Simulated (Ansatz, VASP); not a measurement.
# One calculation of Pt, two programs

The input INCAR:

```
SYSTEM = Pt
  PREC = Accurate
  ENCUT = 600
  EDIFF = 1E-7
  ISMEAR = 0
  SIGMA = 0.1
  LREAL = .FALSE.
  LASPH = .TRUE.
  NELM = 100
  ALGO = Normal
  ISIF = 3
  LWAVE = .FALSE.
  LCHARG = .FALSE.
  GGA = PE
  IBRION = 2
  NSW = 100
  EDIFFG = -0.01
```

KPOINTS

```
regular mesh
0
G
  26 26 26
  0 0 0
```

Contents of POSCAR:

```
Pt
1.0
   -1.6987576149      1.6987576149      1.3714464363
    1.6987576149     -1.6987576149      1.3714464363
    1.6987576149      1.6987576149     -1.3714464363
Pt
1
Direct
    0.5000000000      0.5000000000      0.0000000000
```

Input for Ansatz:

```yaml
crystal:
  lattice:
    - [-1.6987576149, 1.6987576149, 1.3714464363]
    - [1.6987576149, -1.6987576149, 1.3714464363]
    - [1.6987576149, 1.6987576149, -1.3714464363]
  atoms:
    - { symbol: Pt, position: [0.5, 0.5, 0.0] }
basis:
  ecutwfc: 420
kpoints:
  mp_grid: { grid: [26, 26, 26] }
hamiltonian:
  xc: pbe
scf:
  occupations: { method: gaussian, width: 0.1 }
output:
  forces: true
  stress: true
  eigenvalues: true
relax:
  adjacent_minimum: "off"
  f_tol: 0.01
  max_steps: 80
  cell: { stress_tol: 0.05 }
```

Alike in both runs: task relaxation of cell and atoms; functional PBE; k mesh 26 × 26 × 26; occupations gaussian, width 0.1 eV; no spin polarisation.

```csv
,VASP,Ansatz
version,VASP 6.6.1,Ansatz 0.2.0
potentials or method,"VASP PAW PBE potentials, release 64 (Pt)","scalar-relativistic, plane waves, PAW"
plane-wave cutoff (eV),600,420
valence electrons in the cell,10,18
```

|  | VASP | Ansatz | Ansatz less VASP |
| --- | --- | --- | --- |
| gap on the k mesh at the Fermi level, each at its own relaxed structure (eV) | none | none | - |
| relaxed volume (Å³/atom) | 15.79 | 15.82 | +0.025 |
| relaxed cell length with the largest relative difference (Å) | 2.765 | 2.766 | +0.0014 |

A gap of «none» marks a metal or a gap that the smearing closes. The two sets of potentials don't hold the same shells in valence.

The runs have no spin-orbit coupling, so splittings on Pt are missing.
